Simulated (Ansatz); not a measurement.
Geometry optimisation, DFT PBE-D3(BJ), scalar-relativistic, plane waves, PAW in Ansatz 0.2.0.

The input (input.yaml):

```yaml
accuracy: low
crystal:
  lattice:
    - [5.545273, 0.0, 0.0]
    - [0.0, 8.205, 0.0]
    - [0.0, 0.0, 15.158955]
  atoms:
    - { symbol: Ti, position: [0.5, 0.23375, 0.0659676] }
    - { symbol: Pb, position: [0.0, 0.0, 0.0659676] }
    - { symbol: O, position: [0.5, 0.452, 0.0659676] }
    - { symbol: O, position: [0.25, 0.202, 0.1574197] }
    - { symbol: O, position: [0.75, 0.202, 0.1574197] }
    - { symbol: Ti, position: [0.0, 0.23375, 0.2488718] }
    - { symbol: Pb, position: [0.5, 0.0, 0.2488718] }
    - { symbol: O, position: [0.0, 0.452, 0.2488718] }
    - { symbol: O, position: [0.75, 0.202, 0.3403239] }
    - { symbol: O, position: [0.25, 0.202, 0.3403239] }
    - { symbol: Ti, position: [0.5, 0.73375, 0.0659676] }
    - { symbol: Pb, position: [0.0, 0.5, 0.0659676] }
    - { symbol: O, position: [0.5, 0.952, 0.0659676] }
    - { symbol: O, position: [0.25, 0.702, 0.1574197] }
    - { symbol: O, position: [0.75, 0.702, 0.1574197] }
    - { symbol: Ti, position: [0.0, 0.73375, 0.2488718] }
    - { symbol: Pb, position: [0.5, 0.5, 0.2488718] }
    - { symbol: O, position: [0.0, 0.952, 0.2488718] }
    - { symbol: O, position: [0.75, 0.702, 0.3403239] }
    - { symbol: O, position: [0.25, 0.702, 0.3403239] }
    - { symbol: C, position: [0.5957083, 0.8626099, 0.4564269] }
    - { symbol: O, position: [0.6848936, 0.7333794, 0.4630237] }
    - { symbol: O, position: [0.506523, 0.9918405, 0.4630237] }
basis:
  ecutwfc: 420.0
kpoints:
  mp_grid: { grid: [2, 1, 1] }
hamiltonian:
  xc: pbe
  dispersion: d3bj
scf:
  occupations: { method: fermi_dirac, width: 0.05 }
  lower_state_search: "off"
relax:
  f_tol: 0.08
  max_steps: 25
  adjacent_minimum: "off"
  constraints: [{ sites: [0, 1, 2, 10, 11, 12] }]
```

Run as:

```bash
$ ansatz run input.yaml --threads 2 --pin off --max-ram 5120MiB --backend cpu --events-out ev --progress --plain --runs-dir out
```

Question: Where does it end, and by what steps?

Answer: It converged. The threshold is loose, so the end isn't yet a minimum. Limits of this set-up: coarse k mesh, thin slab, slab without dipole correction, low accuracy level. After 21 steps the energy has fallen by 10.468 eV; O22 moved furthest, 1.52 Å.

| step | energy less start (eV) | largest force component (eV/Å) | accepted |
| --- | --- | --- | --- |
| 0 | 0.0000 | 5.634 | yes |
| 1 | -3.7401 | 4.725 | yes |
| 2 | -8.4380 | 1.706 | yes |
| 3 | -9.6976 | 0.900 | yes |
| 4 | -10.1117 | 0.808 | yes |
| 5 | -10.2850 | 0.973 | yes |
| 6 | -10.3407 | 0.486 | yes |
| 7 | -10.3661 | 0.191 | yes |
| 8 | -10.3812 | 0.468 | yes |
| 9 | -10.3906 | 0.713 | yes |
| 10 | -10.4022 | 0.507 | yes |
| 11 | -10.4150 | 0.362 | yes |
| 12 | -10.4238 | 0.400 | yes |
| 13 | -10.4309 | 0.476 | yes |
| 14 | -10.4355 | 0.374 | yes |
| 15 | -10.4445 | 0.153 | yes |
| 16 | -10.4484 | 0.472 | yes |
| 17 | -10.4544 | 0.464 | yes |
| 18 | -10.4620 | 0.293 | yes |
| 19 | -10.4665 | 0.107 | yes |
| 20 | -10.4669 | 0.102 | yes |
| 21 | -10.4680 | 0.048 | yes |

```xyz
23
Lattice="5.5453 0.0000 0.0000 0.0000 8.2050 0.0000 0.0000 0.0000 15.1590" Properties=species:S:1:pos:R:3
Ti 2.773 1.918 1.000
Pb 0.000 0.000 1.000
O 2.773 3.709 1.000
O 1.451 1.702 2.107
O 4.402 1.816 1.705
Ti -0.212 1.909 3.737
Pb 2.371 -0.018 4.415
O -0.072 3.878 3.209
O 3.804 1.862 4.580
O 1.012 1.855 5.000
Ti 2.773 6.020 1.000
Pb 0.000 4.103 1.000
O 2.773 7.811 1.000
O 1.443 5.803 2.099
O 4.394 5.916 1.723
Ti -0.211 6.010 3.755
Pb 2.373 4.019 4.378
O -0.066 7.987 3.218
O 3.810 5.963 4.604
O 1.010 5.911 5.017
C 2.862 6.002 7.239
O 2.881 4.832 7.288
O 2.849 7.173 7.283
```

The run took 100 s on 2 threads of Arm Neoverse V2 (shared host), peak memory 1.2 GiB.
